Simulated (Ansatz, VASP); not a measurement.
# One calculation of SrTiO3, two programs

```
CELL_PARAMETERS angstrom
3.89113 0.00000 0.00000
0.00000 3.89113 0.00000
0.00000 0.00000 3.89113
ATOMIC_POSITIONS crystal
Sr 0.50000 0.50000 0.50000
Ti 0.00000 0.00000 0.00000
O 0.50000 0.00000 0.00000
O 0.00000 0.50000 0.00000
O 0.00000 0.00000 0.50000
```

Alike in both runs: functional PBEsol; k mesh 8 × 8 × 8; occupations gaussian, width 0.02 eV; no spin polarisation.

Ansatz relaxed the structure, and its values are those at the end. VASP's run is a single point on that final structure, the one shown.

|  | VASP | Ansatz |
| --- | --- | --- |
| version | VASP 6.6.1 | Ansatz 0.2.0 |
| potentials or method | VASP PAW PBE potentials, release 64 (Sr_sv, Ti_sv, O) | scalar-relativistic, plane waves, PAW |
| plane-wave cutoff (eV) | 520 | 420 |
| valence electrons in the cell | 40 | 40 |

|  | VASP | Ansatz | Ansatz less VASP |
| --- | --- | --- | --- |
| gap on the k mesh at the Fermi level (eV) | 1.82 | 1.85 | +0.032 |
| least direct gap on the mesh (eV) | 2.17 | 2.19 | +0.021 |
| pressure (GPa) | 0.7 | 0.0 | -0.67 |

Caveats: the PAW data sets were made with another functional, which shifts forces and pressure a little (VASP). A k mesh can miss the band edges.
